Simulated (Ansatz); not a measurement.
SiO2 in the fluorite structure, relaxed with r2SCAN in Ansatz. The symmetry is Fm-3m (No. 225, cubic); a = 4.528 Å in the conventional setting, 7.74 Å³ an atom. Si has 8 O at 1.96 Å; O has 4 Si at 1.96 Å.

The axes x, y and z are those of this cell:
```xyz
3
Lattice="0.0000 2.2642 2.2642 2.2642 0.0000 2.2642 2.2642 2.2642 0.0000" Properties=species:S:1:pos:R:3 pbc="T T T"
Si    0.0000    0.0000    0.0000
O     1.1321    1.1321    1.1321
O     3.3963    3.3963    3.3963
```

Unstrained: PBE gives a direct gap of 2.085 eV at X. With r2SCAN the gap is 2.712 eV and direct, at X. The HSE06 gap is direct at X: 3.595 eV. Meshes: PBE 10×10×10, r2SCAN 10×10×10, HSE06 6×6×6. Strains are changes of length per length. After each strain the atoms were relaxed again with r2SCAN within the symmetry that the strain leaves, so tilts or polar shifts that break it weren't tested; points keep the names that they have in the unstrained zone. Spin-unpolarised throughout. Whether this structure exists isn't addressed.

(1) Estimate what uniaxial +4.04 % along z, other directions held does to the gap.

(2) Estimate what biaxial -1.78 % in x and y, z held does to the gap.

Answers

(1) PBE: the gap goes from 2.085 to 1.443 eV (-0.642 eV); it turns from direct (X) to indirect (X → Γ). r2SCAN: the gap goes from 2.712 to 2.091 eV (-0.621 eV); it turns from direct (X) to indirect (X → Γ). HSE06: the gap goes from 3.595 to 2.933 eV (-0.662 eV); it turns from direct (X) to indirect (X → Γ). The r2SCAN energy rises by 38.5 meV an atom.

(2) PBE: the gap goes from 2.085 to 1.925 eV (-0.160 eV). r2SCAN: the gap goes from 2.712 to 2.558 eV (-0.154 eV). HSE06: the gap goes from 3.595 to 3.455 eV (-0.140 eV). The r2SCAN energy rises by 15.9 meV an atom.

The meshes of the hybrids are coarse, so their gaps aren't converged to the digits shown.
